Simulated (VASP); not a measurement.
# Sn (I4_1/amd) in VASP: single point with LDA

Aim: the single point of Sn with LDA.

Everything below comes from runs of VASP 6.6.1. Logs are shortened: lines on timing, memory, paths and dates and some standing lists are left out, and cuts for length are marked.

### Step 1. Starting point

It takes space group I4_1/amd (No. 141, tetragonal). Conventional cell: a = 5.789 Å, b = 5.789 Å, c = 3.123 Å, α = 90.00°, β = 90.00°, γ = 90.00°. Sn (site symmetry -4m2) is surrounded by 6 Sn at 3.00 to 3.12 Å.

### Step 2. Single point, LDA

INCAR

```
PREC     = Accurate       # precision mode
ENCUT    = 520            # plane-wave cutoff, eV
EDIFF    = 1E-6           # SCF threshold, eV
ISMEAR   = 0              # smearing method
SIGMA    = 0.1            # smearing width, eV
LREAL    = F              # projectors in reciprocal space
LASPH    = T              # aspherical terms in the spheres
NELM     = 100            # most SCF steps
ALGO     = Fast           # electronic algorithm
ISIF     = 2              # what is computed and relaxed
LWAVE    = F              # write WAVECAR
LCHARG   = F              # write CHGCAR
NBANDS   = 21             # bands
```

KPOINTS

```
regular mesh
0
Gamma
  16 16 16
```

POSCAR

```
Sn
1.0
   -2.8943272893      2.8943272893      1.5614333137
    2.8943272893     -2.8943272893      1.5614333137
    2.8943272893      2.8943272893     -1.5614333137
Sn
2
Direct
    0.0000000000      0.0000000000      0.0000000000
    0.7500000000      0.2500000000      0.5000000000
```

Potentials or basis: VASP PAW LDA potentials, release 64 (Sn_d).

On the command line:

```sh
> cat potpaw_LDA.64/Sn_d/POTCAR > POTCAR
> mpirun -np 1 vasp_std > vasp.out
```

OUTCAR:

```text
PREC = Accurate
   ENCUT = 520
   EDIFF = 1E-6
   ISMEAR = 0
   LREAL = F
   LASPH = T
   NELM = 100
   ISIF = 2

 ion  position               nearest neighbor table
   1  0.000  0.000  0.000-   2 3.00   2 3.00   2 3.00   2 3.00   2 3.72   2 3.72   2 3.72   2 3.72

   2  0.750  0.250  0.500-   1 3.00   1 3.00   1 3.00   1 3.00   1 3.72   1 3.72   1 3.72   1 3.72

  LATTYP: Found a body centered tetragonal cell.
 ALAT       =     5.7886545786
 C/A-ratio  =     0.5394805624

  Lattice vectors:

 A1 = (  -2.8943272893,   2.8943272893,   1.5614333137)
 A2 = (   2.8943272893,  -2.8943272893,   1.5614333137)
 A3 = (   2.8943272893,   2.8943272893,  -1.5614333137)

Analysis of symmetry for initial positions (statically):
=====================================================================
 Subroutine PRICEL returns:
 Original cell was already a primitive cell.

 Routine SETGRP: Setting up the symmetry group for a
 body centered tetragonal supercell.

 Subroutine GETGRP returns: Found 16 space group operations
 (whereof  8 operations were pure point group operations)
 out of a pool of 16 trial point group operations.

The static configuration has the point symmetry D_2d.
 The point group associated with its full space group is D_4h.

Analysis of symmetry for dynamics (positions and initial velocities):
=====================================================================
 Subroutine PRICEL returns:
 Original cell was already a primitive cell.

 Routine SETGRP: Setting up the symmetry group for a
 body centered tetragonal supercell.

 Subroutine GETGRP returns: Found 16 space group operations
 (whereof  8 operations were pure point group operations)
 out of a pool of 16 trial point group operations.

The dynamic configuration has the point symmetry D_2d.
 The point group associated with its full space group is D_4h.

 Subroutine INISYM returns: Found 16 space group operations
 (whereof  8 operations are pure point group operations),
 and found     1 'primitive' translations

----------------------------------------------------------------------------------------

                                     Primitive cell

  volume of cell :      52.3213

  direct lattice vectors                    reciprocal lattice vectors
    -2.894327289  2.894327289  1.561433314     0.000000000  0.172751714  0.320218607
     2.894327289 -2.894327289  1.561433314     0.172751714  0.000000000  0.320218607
     2.894327289  2.894327289 -1.561433314     0.172751714  0.172751714  0.000000000

  length of vectors
     4.380905718  4.380905718  4.380905718     0.363844899  0.363844899  0.244307817

  position of ions in fractional coordinates (direct lattice)
     0.000000000  0.000000000  0.000000000
     0.750000000  0.250000000  0.500000000

  ion indices of the primitive-cell ions
   primitive index   ion index
                 1           1
                 2           2

----------------------------------------------------------------------------------------

 KPOINTS: regular mesh

Automatic generation of k-mesh.
 Grid dimensions read from file:
 generate k-points for:   16   16   16

 Generating k-lattice:

  Cartesian coordinates                     Fractional coordinates (reciprocal lattice)
     0.000000000  0.010796982  0.020013663     0.062500000  0.000000000  0.000000000
     0.010796982  0.000000000  0.020013663     0.000000000  0.062500000  0.000000000
     0.010796982  0.010796982  0.000000000     0.000000000  0.000000000  0.062500000

  Length of vectors
     0.022740306  0.022740306  0.015269239

  Shift w.r.t. Gamma in fractional coordinates (k-lattice)
     0.000000000  0.000000000  0.000000000

 Subroutine IBZKPT returns following result:
 ===========================================

 Found    349 irreducible k-points:

 Following reciprocal coordinates:
            Coordinates               Weight
  0.000000  0.000000  0.000000      1.000000
  0.062500 -0.000000  0.000000      8.000000
  0.125000 -0.000000  0.000000      8.000000
  0.187500 -0.000000  0.000000      8.000000
  0.250000 -0.000000  0.000000      8.000000
  0.312500 -0.000000  0.000000      8.000000
[... 16 lines left out ...]
 -0.125000  0.062500 -0.000000     16.000000
 -0.062500  0.062500  0.000000      4.000000
 [... further k-points ...]
   k-points           NKPTS =    349   k-points in BZ     NKDIM =    349   number of bands    NBANDS=     21
   number of dos      NEDOS =    301   number of ions     NIONS =      2
   total plane-waves  NPLWV =  46656
   dimension x,y,z NGX =    36 NGY =   36 NGZ =   36
   dimension x,y,z NGXF=    72 NGYF=   72 NGZF=   72
   ions per type =               2
   NGX,Y,Z   is equivalent  to a cutoff of  13.66, 13.66, 13.66 a.u.
   NGXF,Y,Z  is equivalent  to a cutoff of  27.32, 27.32, 27.32 a.u.
 SYSTEM =  unknown system
   PREC   = accura    normal or accurate (medium, high low for compatibility)
   ISTART =      0    job   : 0-new  1-cont  2-samecut
   ICHARG =      2    charge: 1-file 2-atom 10-const
   ISPIN  =      1    spin polarized calculation?
   LNONCOLLINEAR =      F non collinear calculations
   LSORBIT =      F    spin-orbit coupling
   LASPH  =      T    aspherical Exc in radial PAW
   ENCUT  =  520.0 eV  38.22 Ry    6.18 a.u.   8.15  8.15  8.15*2*pi/ulx,y,z
   NELM   =    100;   NELMIN=  2; NELMDL= -5     # of ELM steps
   EDIFF  = 0.1E-05   stopping-criterion for ELM
   LREAL  =      F    real-space projection
   EDIFFG = 0.1E-04   stopping-criterion for IOM
   NSW    =      0    number of steps for IOM
   IBRION =     -1    ionic relax: 0-MD 1-quasi-New 2-CG
   NFREE  =      0    steps in history (QN), initial steepest desc. (CG)
   ISIF   =      2    stress and relaxation
   ISYM   =      2    0-nonsym 1-usesym 2-fastsym
   POTIM  = 0.5000    time-step for ionic-motion
   TEBEG  =    0.0;   TEEND  =   0.0 temperature during run
   PSTRESS=    0.0 pullay stress
   NELECT =      28.0000    total number of electrons
   NUPDOWN=      -1.0000    fix difference up-down
   EMIN   =  10.00;   EMAX   =-10.00  energy-range for DOS
   EFERMI =   0.00;   METHOD = LEGACY
   ISMEAR =     0;   SIGMA  =   0.10  broadening in eV -4-tet -1-fermi 0-gaus
   EFERMI_NEDOS =   21; number of points for ismear=-14 and -15
   IALGO  =     68    algorithm
   IMIX   =      4    mixing-type and parameters
     AMIX     =   0.40;   BMIX     =  1.00
     AMIX_MAG =   1.60;   BMIX_MAG =  1.00
  volume/ion in A,a.u.               =      26.16       176.54
  Fermi-wavevector in a.u.,A,eV,Ry     =   1.329131  2.511694 24.035922  1.766590
  Thomas-Fermi vector in A             =   2.458317
   LORBIT       =      0    0 simple, 1 ext, 2 COOP (PROOUT), +10 PAW based schemes
   GGA     = CA    functional components
   LHFCALC =     F    Hartree Fock is set to
   AEXX    =    0.0000 exact exchange contribution
   IVDW    =     0    specifies the selected vdW correction
   LEPSILON=     F    determine dielectric tensor
   LRPA    =     F    only Hartree local field effects (RPA)
 non-spin polarized calculation
 RMM-DIIS sequential band-by-band and
 Gauss-broadening in eV      SIGMA  =   0.10
  energy-cutoff  :      520.00
  volume of cell :       52.32
 maximum number of plane-waves:      1428
 NGX is ok and might be reduce to    36
   NGX = 17   NGY = 17   NGZ = 17

 number of electron      28.0000009 magnetization

 Free energy of the ion-electron system (eV)
  ---------------------------------------------------
  ext. energy  EPLUGINS =         0.00000000
  ---------------------------------------------------
  free energy    TOTEN  =        -8.98432704 eV

  energy without entropy =       -8.97983164  energy(sigma->0) =       -8.98207934

 E-fermi :   8.1684     XC(G=0): -10.7203

 val. band max:        8.1680383542   @ k =  -0.2500   0.1250  -0.0000
 cond. band min:       8.1875682405   @ k =   0.4375   0.3750   0.0000
 fundamental gap:      0.0195298863
 Fermi energy:         8.1683806773

 k-point     1 :       0.0000    0.0000    0.0000
  band No.  band energies     occupation
      1     -13.4463      2.00000
      2     -13.3612      2.00000
      3     -13.3072      2.00000
      4     -13.3025      2.00000
      5     -13.1178      2.00000
      6     -13.1178      2.00000
[... 13 lines left out ...]
     20      18.1872      0.00000
     21      18.9019      0.00000

 k-point     2 :       0.0625   -0.0000    0.0000
  band No.  band energies     occupation
      1     -13.4436      2.00000
      2     -13.3516      2.00000
      3     -13.3040      2.00000
      4     -13.2910      2.00000
      5     -13.1253      2.00000
      6     -13.1247      2.00000
[... 13 lines left out ...]
     20      18.1210      0.00000
     21      18.3530      0.00000

 k-point     3 :       0.1250   -0.0000    0.0000
  band No.  band energies     occupation
      1     -13.4353      2.00000
      2     -13.3250      2.00000
      3     -13.2946      2.00000
      4     -13.2605      2.00000
      5     -13.1425      2.00000
      6     -13.1363      2.00000
[... 13 lines left out ...]
     20      17.1128      0.00000
     21      17.1617      0.00000

 k-point     4 :       0.1875   -0.0000    0.0000
  band No.  band energies     occupation
      1     -13.4218      2.00000
      2     -13.2885      2.00000
      3     -13.2805      2.00000
      4     -13.2245      2.00000
      5     -13.1644      2.00000
      6     -13.1404      2.00000
[... 13 lines left out ...]
     20      16.2223      0.00000
     21      16.6815      0.00000

 k-point     5 :       0.2500   -0.0000    0.0000
  band No.  band energies     occupation
      1     -13.4055      2.00000
      2     -13.2647      2.00000
      3     -13.2563      2.00000
      4     -13.2090      2.00000
      5     -13.1865      2.00000
      6     -13.1379      2.00000
[... 13 lines left out ...]
     20      15.5390      0.00000
     21      16.9073      0.00000

 k-point     6 :       0.3125   -0.0000    0.0000
  band No.  band energies     occupation
      1     -13.3895      2.00000
      2     -13.2541      2.00000
      3     -13.2411      2.00000
      4     -13.2215      2.00000
      5     -13.2010      2.00000
      6     -13.1534      2.00000
[... 13 lines left out ...]
     20      15.0689      0.00000
     21      17.5111      0.00000

 k-point     7 :       0.3750   -0.0000    0.0000
  band No.  band energies     occupation
      1     -13.3762      2.00000
      2     -13.2569      2.00000
      3     -13.2518      2.00000
      4     -13.2278      2.00000
      5     -13.1988      2.00000
      6     -13.1671      2.00000
[... 13 lines left out ...]
     20      15.5733      0.00000
     21      18.2864      0.00000
[... 291 lines left out ...]
      1     -13.3935      2.00000
      2     -13.2622      2.00000
      3     -13.2549      2.00000
      4     -13.2258      2.00000
      5     -13.1808      2.00000
      6     -13.1435      2.00000
[... 13 lines left out ...]
     20      15.9687      0.00000
     21      16.7681      0.00000

 k-point    21 :      -0.2500    0.0625   -0.0000
  band No.  band energies     occupation
      1     -13.4102      2.00000
      2     -13.2925      2.00000
      3     -13.2707      2.00000
      4     -13.2377      2.00000
      5     -13.1616      2.00000
      6     -13.1330      2.00000
[... 13 lines left out ...]
     20      16.5391      0.00000
     21      16.6983      0.00000

 k-point    22 :      -0.1875    0.0625    0.0000
  band No.  band energies     occupation
      1     -13.4254      2.00000
      2     -13.3272      2.00000
      3     -13.2862      2.00000
      4     -13.2686      2.00000
      5     -13.1418      2.00000
      6     -13.1294      2.00000
[... 13 lines left out ...]
     20      17.1725      0.00000
     21      17.4773      0.00000

 k-point    23 :      -0.1250    0.0625   -0.0000
  band No.  band energies     occupation
      1     -13.4365      2.00000
      2     -13.3528      2.00000
      3     -13.2981      2.00000
      4     -13.2954      2.00000
      5     -13.1268      2.00000
      6     -13.1207      2.00000
[... 13 lines left out ...]
     20      18.2197      0.00000
     21      18.4622      0.00000

 k-point    24 :      -0.0625    0.0625    0.0000
  band No.  band energies     occupation
      1     -13.4427      2.00000
      2     -13.3618      2.00000
      3     -13.3047      2.00000
      4     -13.3041      2.00000
      5     -13.1195      2.00000
      6     -13.1160      2.00000
[... 13 lines left out ...]
     20      18.4367      0.00000
     21      18.9516      0.00000

 [... further k-points ...]

------------------------ aborting loop because EDIFF is reached ----------------------------------------

  FORCE on cell =-STRESS in cart. coord.  units (eV):
  Direction    XX          YY          ZZ          XY          YZ          ZX
  --------------------------------------------------------------------------------------
  -------------------------------------------------------------------------------------
  Total        0.0112302      0.0112302      0.0078968      0.0000000      0.0000000      0.0000000
  in kB        0.3438895      0.3438895      0.2418157      0.0000000      0.0000000      0.0000000
  external PRESSURE =       0.3098649 kB  Pullay stress =       0.0000000 kB

 VOLUME and BASIS-vectors are now :
 -----------------------------------------------------------------------------
  energy-cutoff  :      520.00
  volume of cell :       52.32
      direct lattice vectors                 reciprocal lattice vectors
    -2.894327289  2.894327289  1.561433314     0.000000000  0.172751714  0.320218607
     2.894327289 -2.894327289  1.561433314     0.172751714  0.000000000  0.320218607
     2.894327289  2.894327289 -1.561433314     0.172751714  0.172751714  0.000000000

 POSITION                                       TOTAL-FORCE (eV/Angst)
 -----------------------------------------------------------------------------------
      0.00000      0.00000      0.00000        -0.000000     -0.000000      0.000000
     -0.00000      2.89433      0.78072         0.000000      0.000000     -0.000000
 -----------------------------------------------------------------------------------
    total drift:                               -0.000000      0.000000     -0.000000

  FREE ENERGIE OF THE ION-ELECTRON SYSTEM (eV)
  ---------------------------------------------------
  free  energy   TOTEN  =        -8.9843270433 eV

  energy  without entropy=       -8.9798316365  energy(sigma->0) =       -8.98207934
```

Run time: 6.3 min. Hardware: 1 thread of Intel Xeon Platinum 8488C (Sapphire Rapids), shared host; peak memory 0.4 GiB.

Results:

```yaml
Free_energy: -8.9843 eV
Pressure: 0.0 GPa
Band_gap_on_the_k_mesh: none (metal or under the smearing width)
```
